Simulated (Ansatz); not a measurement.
# C (Fd-3m) in Ansatz: a series of runs

Aim: see how the results for C move with the level of theory and the settings. Levels: r2SCAN50, HF, PBE. Tasks: band structure, elastic constants, Born charges and dielectric tensor.

All numbers are computed with Ansatz 0.2.0; they aren't measurements. Logs are shortened: lines on timing, memory, paths and dates and some standing lists are left out, and cuts for length are marked.

### Step 1. The crystal as given

Symmetry: Fd-3m, No. 227, cubic system. Conventional cell: a = 3.567 Å, b = 3.567 Å, c = 3.567 Å, α = 90.00°, β = 90.00°, γ = 90.00°. Around C (site symmetry -43m) lie 4 C at 1.54 Å.

This isn't the form of C at room conditions, which is graphite.

### Step 2. Band structure, r2SCAN50

Input file input.yaml:

```yaml
crystal:
  lattice:
    - [0.0, 1.78337, 1.78337]
    - [1.78337, 0.0, 1.78337]
    - [1.78337, 1.78337, 0.0]
  atoms:
    - { symbol: C, position: [0.75, 0.75, 0.75] }
    - { symbol: C, position: [0.5, 0.5, 0.5] }
hamiltonian:
  xc: r2scan50
  pseudopotentials: { kind: paw }
kpoints:
  mp_grid: { grid: [7, 7, 7] }
  band_path:
    path:
      - [[0.0, 0.0, 0.0], [0.5, 0.0, 0.5], [0.5, 0.25, 0.75], [0.375, 0.375, 0.75], [0.0, 0.0, 0.0], [0.5, 0.5, 0.5], [0.625, 0.25, 0.625], [0.5, 0.25, 0.75], [0.5, 0.5, 0.5], [0.375, 0.375, 0.75]]
      - [[0.625, 0.25, 0.625], [0.5, 0.0, 0.5]]
    npoints: 4
scf:
  occupations: { method: fermi_dirac, width: 0.05 }
  n_extra_bands: 6
output:
  forces: true
  stress: true
  eigenvalues: true
  fatbands: false
  write_density: true
  write_potential: true
  elf: true
  volumetric_format: npy
```

Potentials or basis: Ansatz PAW.

Started as:

```
ansatz run input.yaml --threads 2 --pin off --max-ram 5632MiB --backend cpu --events-out ev --progress --plain --runs-dir out
```

The program printed:

```text
Warning: output.stress: scf.convergence.dr2_threshold = 1e-7 eV (the SCF's general default) is looser than the 2e-10 eV advised for a printed stress (1e-10 eV for each atom of the cell: 2). What an SCF threshold leaves in a stress goes as its square root, and in the free energy as the threshold itself, and one threshold admits the most on a small cell: of the crystals measured, under no hybrid functional and no lock of the moments, on runs that ended without the residual-converged pass, on stresses that held no estimate of that error, the worst erred by over 100 MPa in a component at 1e-7 eV an atom and by under 5 at 1e-10. Set scf.convergence.dr2_threshold to 2e-10 eV or tighter. The threshold is an SCF's pass mark: one that does not reach it within its budget of iterations ends unconverged, or closes short of it on a stop that the run arms, and scf.convergence.dr2_threshold's page says what that costs each kind of run
Warning: output.stress: scf.exx.energy_threshold = 1e-6 eV is looser than the 2e-8 eV advised for a stress under a hybrid functional (1e-8 eV for each atom of the cell: 2). Every SCF of the exchange loop can meet its threshold on dr2 while the loop round them stops early: no threshold on dr2 bounds what that leaves in the stress. Set scf.exx.energy_threshold to 2e-8 eV or tighter. The threshold is the loop's pass mark: a loop that does not reach it within its budget of cycles ends unconverged, and scf.exx.energy_threshold's page has the law
Warning: RAYON_NUM_THREADS=2 ignored (pool sized by the plan → 2); use --threads N
scf.n_extra_bands = 6 over 4 filled bands (N_el = 8.0): the run solves 10 bands
Engine: ansatz 0.2.0, x86_64-unknown-linux-gnu
Pseudopotentials: kind: paw
Pseudopotential: C, paw, valence charge 4, recommended cutoff 500 eV (meta_gga), C.paw.azcp
Functional definition: r2SCAN50
  parameter a = 0.5
  parameter k0 = 0.174
  parameter k1 = 0.065
  parameter a1 = 4.9479
  exchange = (1 - a)*r2scan_x(k0 = k0, k1 = k1, a1 = a1) + a*exact_x
  correlation = r2scan_c
Crystal: 2 atoms, lattice volume = 11.344 Å³
Basis set: ecut = 500 eV, 283 PW (Γ), exchange–correlation on 80×80×80 points (64 copies of the dense FFT grid, shifted against one another)
Bands: 10, of which v1, the nominal top of the filled ones, is band 4 counted from 1 (3 counted from 0)
Symmetry: 48 space group operations
Space group: Fd-3m (ITA 227), of the structure as read, at distance tolerance 2.2e-5 Å
k-points: 20 of 343
Non-local potential: C, projectors of the file, l = 0: 2, l = 1: 2, l = 2: 1
PAW form: soft (Blöchl's): semilocal exchange-correlation on the pseudo side does not see the compensation charge
PAW frozen core: C, regenerated for the run's functional, and the local potential with it (the file was generated under x = pbe(κ = 0.804, μ = 0.2195149727645171), c = pbe(β = 0.06672455060314922))
PAW one-centre angular grid: C, 302 points (default); XC on 239 of its mesh's 2573 points in the sphere
Initial density: superposition of atomic densities (neutral atoms: chi_scale 0, normalization atom), corrected by the library's trained network
Initial wavefunctions: pseudopotential atomic-orbital guess
Functional: x = r2scan, c = r2scan; τ floored in thin density (d = 2e-4 eV/Å³), warm-up for x = 0.5 r2scan + 0.5 exact, c = r2scan; τ floored in thin density (d = 2e-4 eV/Å³)
SCF iter   1: F=—  HF=-503.053005 eV  |F-HF|=—  |Δ(HF+E_count)|=         —  Δρ=8.94e-3  dr2=2.44e-3  dr2_τ=3.81e-1  ethr=1.77e-3  ⟨swp⟩=5.8  Hψ=893  notcnv=0
preconditioner: auto → none  [insulator: Δε(μ)=4.429 eV  Ē_g=24.593 eV  σ=0.050 eV  W_gap=1.00  n_scr=0 (ndim 8)  ℏωp=31.2 eV  f_vac=0.000  D(μ)=0.00/eV (n_scr^D=0)]
SCF iter   2: F=-503.108915 eV  HF=-503.108881 eV  |F-HF|=3.43e-5  |Δ(HF+E_count)|=   5.59e-2  Δρ=5.51e-3  dr2=9.60e-4  dr2_τ=5.95e-5  ethr=3.05e-5  ⟨swp⟩=3.1  Hψ=508  notcnv=0  defer=1
SCF 1 stopped early in 2 iterations: F = -503.108915 eV  dr2 = 9.60e-4
Initial density: handed on by an earlier stage of this run
Initial wavefunctions: those handed on with the density
Functional: x = 0.5 r2scan + 0.5 exact, c = r2scan; τ floored in thin density (d = 2e-4 eV/Å³)
Frozen-core exchange: fock
SCF iter   1: F=—  HF=-502.786058 eV  |F-HF|=—  |Δ(HF+E_count)|=         —  Δρ=1.61e-2  dr2=1.21e-2  dr2_τ=9.17e-4  ethr=1.20e-4  ⟨swp⟩=4.2  Hψ=752  notcnv=0
preconditioner: auto → none  [insulator: Δε(μ)=7.919 eV  Ē_g=30.473 eV  σ=0.050 eV  W_gap=1.00  n_scr=0 (ndim 8)  ℏωp=31.2 eV  f_vac=0.000  D(μ)=0.00/eV (n_scr^D=0)]
SCF iter   2: F=—  HF=-502.780720 eV  |F-HF|=—  |Δ(HF+E_count)|=   5.34e-3  Δρ=6.83e-3  dr2=2.84e-3  dr2_τ=1.41e-4  ethr=1.20e-4  ⟨swp⟩=2.0  Hψ=389  notcnv=0
iter 3 solved again at ethr=1.47e-6 eV; its pass at ethr=2.19e-5 eV (dr2=1.18e-4 eV) is discarded
SCF iter   3: F=—  HF=-502.788453 eV  |F-HF|=—  |Δ(HF+E_count)|=   7.73e-3  Δρ=1.87e-3  dr2=1.61e-4  dr2_τ=1.00e-5  ethr=1.47e-6  ⟨swp⟩=2.0  Hψ=675  notcnv=0
SCF iter   4: F=—  HF=-502.788615 eV  |F-HF|=—  |Δ(HF+E_count)|=   1.63e-4  Δρ=4.78e-4  dr2=1.05e-5  dr2_τ=2.95e-7  ethr=1.47e-6  ⟨swp⟩=2.9  Hψ=315  notcnv=0
SCF iter   5: F=-502.788611 eV  HF=-502.788612 eV  |F-HF|=2.61e-7  |Δ(HF+E_count)|=   3.59e-6  Δρ=1.37e-4  dr2=3.44e-6  dr2_τ=2.63e-8  ethr=9.46e-8  ⟨swp⟩=2.0  Hψ=322  notcnv=0
SCF 2 stopped early in 5 iterations: F = -502.788611 eV  dr2 = 3.44e-6
hybrid outer 1: dexx = +1.015e-2 eV, tail = 3.76e-5 eV
Frozen-core exchange: fock
SCF iter   1: F=—  HF=-502.788605 eV  |F-HF|=—  |Δ(HF+E_count)|=         —  Δρ=8.07e-5  dr2=2.21e-7  dr2_τ=1.53e-7  ethr=2.35e-6  ⟨swp⟩=3.3  Hψ=501  notcnv=0
preconditioner: auto → none  [insulator: Δε(μ)=8.102 eV  Ē_g=30.490 eV  σ=0.050 eV  W_gap=1.00  n_scr=0 (ndim 8)  ℏωp=31.2 eV  f_vac=0.000  D(μ)=0.00/eV (n_scr^D=0)]
SCF iter   2: F=—  HF=-502.788605 eV  |F-HF|=—  |Δ(HF+E_count)|=   1.66e-8  Δρ=3.03e-5  dr2=7.36e-8  dr2_τ=3.95e-9  ethr=2.06e-9  ⟨swp⟩=3.0  Hψ=355  notcnv=0
SCF iter   3: F=-502.788606 eV  HF=-502.788606 eV  |F-HF|=1.12e-10  |Δ(HF+E_count)|=   2.38e-7  Δρ=5.53e-6  dr2=1.20e-9  dr2_τ=9.87e-10  ethr=1.75e-10  ⟨swp⟩=3.0  Hψ=429  notcnv=0
SCF 3 converged in 3 iterations: F = -502.788606 eV  dr2 = 1.20e-9
  Residual-converged pass: ⟨swp⟩=2.9  Hψ=314  notcnv=0  max |occ|·‖R‖ = 2.4e-6 eV (tolerance 2.4e-6 eV)  dr2=1.21e-9  dr2_τ=1.00e-9  dr2_onsite=9.99e-11  max |Δocc| = 0.0e0
hybrid outer 2: dexx = +6.215e-7 eV, tail = 4.04e-8 eV, Δε = 3.99e-3 eV (about 1.54e-4 eV left of the loop's levels)
NSCF: frozen V_eff on 42 k-points
hybrid SCF converged: 2 outer / 8 inner (+2 warm-up), last move |dexx| = 6.22e-7 eV, tail = 4.04e-8 eV
Stability not checked: this state was not tested for a lower state beside it, because the functional holds exact exchange (a hybrid, or Hartree-Fock), whose exchange loop this test does not read (fock_operator; see scf.lower_state_search)
Free energy (F): -502.788606 eV
Frozen-core exchange: fock
Harris-Foulkes:  -502.788606 eV  (|F-HF|=1.12e-10)
Internal energy: -502.788606 eV  (E = F + TS)
E sigma→0 (E₀):  -502.788606 eV
Fermi energy:    15.386602 eV
--- Per-component energies (eV) ---
  E_band       = 3.493380
  E_kinetic    = 183.556388
  E_local      = -118.881181  (includes V_loc(G=0)·N_el)
  E_nonlocal   = 51.112466
  E_hartree    = 26.193891
  E_xc         = -52.811839
  E_vxc        = -68.950042  (∫ρ·V_xc dr)
  E_exx        = -43.299884  (= α·E_x^exact, valence–valence)
  E_paw        = -200.608350  (= ΣΔE_a)
  E_vpaw       = -10.921904  (= ΣTr[D̂ρ^β])
  E_aug_tail   = 0.000008  (compensation charges beyond the density's cutoff)
  E_vtau       = 1.789954  (kinetic-family band-sum trace: ∫τ·v_τ [+ j·A + Jᵃ·Aᵃ] dr)
  E_ewald      = -347.961363
  E_core_change = -0.088742  (= ΣΔE_core)
  E_smearing   = -0.000000  (= −TS)
  E_closure    = 0.000000  (closes the sum)
  Σ components = -502.788606   (vs F -502.788606, Δ=0.00e0)
--- Forces (eV/Å), atoms counted from 1 ---
  atom   1  C      0.00000000     0.00000000     0.00000000
  atom   2  C      0.00000000     0.00000000     0.00000000
  max |Σ_I F_I| component: 7.86e-17 eV/Å
--- Stress (GPa, compression-positive) ---
      -17.985515      -0.000000       0.000000
        0.000000     -17.985515       0.000000
       -0.000000      -0.000000     -17.985515
  P = ⅓ Tr σ = -17.9855 GPa (-179.855 kbar)
--- Band table (eV; the first three rows and the last of 20) ---
  k-point 0: bands = ["-14.6242", "11.3561", "11.3561", "11.3561", "21.2277", "21.2277", "21.2277", "30.0706", "35.6475", "43.1363"]
  k-point 1: bands = ["-13.9620", "7.7824", "10.4085", "10.4085", "22.4875", "22.4875", "22.8907", "30.6776", "36.6798", "39.5390"]
  k-point 2: bands = ["-12.0019", "1.8566", "8.9235", "8.9235", "24.1322", "24.1322", "24.2395", "31.9886", "37.5881", "39.0946"]
  k-point 19: bands = ["-4.6944", "-2.6275", "0.4474", "3.4553", "23.9190", "28.1460", "29.7836", "30.5969", "36.5519", "40.6716"]
```

Run time: 51 s. Hardware: 2 threads of Intel Xeon at 2.70GHz, shared host; peak memory 0.54 GiB.

Results:

* Free energy: -502.7886 eV
* Pressure: -18.0 GPa
* Band gap on the k mesh: 8.10 eV, indirect (least direct gap 9.87 eV)
* Band gap along the path: 7.98 eV, indirect (least direct gap 9.87 eV)

Levels at the corners of the path, in eV from the valence-band top:
```tsv
point	band 2	band 3	band 4	band 5	band 6	band 7
Γ	0.00	0.00	0.00	9.87	9.87	9.87
X	-15.67	-7.59	-7.59	8.63	8.63	23.40
W	-14.79	-9.93	-9.93	15.38	15.38	17.81
K	-14.42	-11.11	-6.48	9.69	15.65	20.42
Γ	0.00	0.00	0.00	9.87	9.87	9.87
L	-16.12	-3.42	-3.42	13.17	13.17	13.37
U	-14.42	-11.11	-6.48	9.69	15.65	20.42
W	-14.79	-9.93	-9.93	15.38	15.38	17.81
L	-16.12	-3.42	-3.42	13.17	13.17	13.37
K	-14.42	-11.11	-6.48	9.69	15.65	20.42
U	-14.42	-11.11	-6.48	9.69	15.65	20.42
X	-15.67	-7.59	-7.59	8.63	8.63	23.40
```

Caveat: the k mesh is coarse (spacing up to 0.44 Å⁻¹), so the values aren't converged, least of all with exact exchange; the k mesh misses the band edges, so the gap on the mesh is wider than the one along the path; so large a pressure means that the cell lies far from this level's equilibrium, or that cutoff or potentials fall short; the PAW data sets come from PBE, with cores solved anew for the run's functional, which leaves a small shift of forces and pressure; the thresholds are loose for stress.

### Step 3. Band structure, HF

Changes to input.yaml since step 2:

```diff
@@ -9,3 +9,3 @@
 hamiltonian:
-  xc: r2scan50
+  xc: hf
   pseudopotentials: { kind: paw }
@@ -26,5 +26 @@
   fatbands: false
-  write_density: true
-  write_potential: true
-  elf: true
-  volumetric_format: npy
```

Potentials or basis: Ansatz PAW.

Started as:

```
ansatz run input.yaml --threads 2 --pin off --max-ram 5632MiB --backend cpu --events-out ev --progress --plain --runs-dir out
```

Run time: 43 s. Hardware: 2 threads of Intel Xeon at 2.70GHz, shared host; peak memory 0.49 GiB.

The run converged. Its results:

* Free energy: -490.8523 eV
* Pressure: -6.5 GPa
* Band gap on the k mesh: 12.70 eV, indirect (least direct gap 14.77 eV)
* Band gap along the path: 12.57 eV, indirect (least direct gap 14.77 eV)

Levels at the corners of the path, in eV from the valence-band top:
```
point  band 1  band 2  band 3  band 4  band 5  band 6  band 7  band 8  band 9
    Γ  -29.28    0.00    0.00    0.00   14.77   14.77   14.77   24.69   29.63
    X  -17.73  -17.73   -8.36   -8.36   13.26   13.26   29.93   29.93   36.14
    W  -16.82  -16.82  -10.80  -10.80   20.45   20.45   23.61   23.61   33.95
    K  -18.22  -16.30  -12.09   -7.12   14.40   20.89   26.57   28.10   30.12
    Γ  -29.28    0.00    0.00    0.00   14.77   14.77   14.77   24.69   29.63
    L  -21.90  -17.91   -3.76   -3.76   18.32   18.32   18.46   26.99   33.80
    U  -18.22  -16.30  -12.09   -7.12   14.40   20.89   26.57   28.10   30.12
    W  -16.82  -16.82  -10.80  -10.80   20.45   20.45   23.61   23.61   33.95
    L  -21.90  -17.91   -3.76   -3.76   18.32   18.32   18.46   26.99   33.80
    K  -18.22  -16.30  -12.09   -7.12   14.40   20.89   26.57   28.10   30.12
    U  -18.22  -16.30  -12.09   -7.12   14.40   20.89   26.57   28.10   30.12
    X  -17.73  -17.73   -8.36   -8.36   13.26   13.26   29.93   29.93   36.14
```

Caveat: the k mesh is coarse (spacing up to 0.44 Å⁻¹), so the values aren't converged, least of all with exact exchange; the k mesh misses the band edges, so the gap on the mesh is wider than the one along the path; the pressure holds a Pulay correction of +0.4 GPa for the finite cutoff; the PAW data sets come from PBE, with cores solved anew for the run's functional, which leaves a small shift of forces and pressure; the thresholds are loose for stress.

### Step 4. Elastic constants, PBE

Input file input.yaml:

```yaml
crystal:
  lattice:
    - [0.0, 1.78337, 1.78337]
    - [1.78337, 0.0, 1.78337]
    - [1.78337, 1.78337, 0.0]
  atoms:
    - { symbol: C, position: [0.75, 0.75, 0.75] }
    - { symbol: C, position: [0.5, 0.5, 0.5] }
hamiltonian:
  xc: pbe
  pseudopotentials: { kind: paw }
kpoints:
  mp_grid: { grid: [10, 10, 10] }
scf:
  occupations: { method: fixed }
output:
  forces: true
  stress: true
elastic:
  mode: clamped_ion
  stencil: two_point
```

Started as:

```
ansatz run input.yaml --threads 2 --pin off --max-ram 5632MiB --backend cpu --events-out ev --progress --plain --runs-dir out
```

Wall time 2.2 s (2 threads of Intel Xeon at 2.70GHz, shared host); peak memory 0.31 GiB.

The run converged. Its results:

- Free energy: -501.6153 eV
- Pressure: 1.8 GPa
- Band gap on the k mesh: 4.18 eV, indirect (least direct gap 5.59 eV)
- Clamped-ion elastic constants C11, C12, C44: 1064, 131, 568 GPa
- Voigt bulk modulus: 442 GPa

Levels at points of the mesh, in eV from the valence-band top:
```csv
k point,band 1,band 2,band 3,band 4,band 5,band 6,band 7,band 8
"(0.00, 0.00, 0.00)",-21.48,0.00,0.00,0.00,5.59,5.59,5.59,13.28
"(0.00, 0.00, -0.50)",-15.70,-13.38,-2.81,-2.81,8.47,8.47,8.83,15.68
"(0.00, -0.50, -0.50)",-12.77,-12.77,-6.31,-6.31,4.77,4.77,16.80,16.80
```

Elastic tensor in Voigt notation (GPa, ions clamped, in the Cartesian axes of the cell as first typed):
```
1064  131  131    0    0    0
 131 1064  131    0    0    0
 131  131 1064    0    0    0
   0    0    0  568    0    0
   0    0    0    0  568    0
   0    0    0    0    0  568
```

Caveat: the pressure holds a Pulay correction of +1.0 GPa for the finite cutoff.

[end of part 1 of 2]
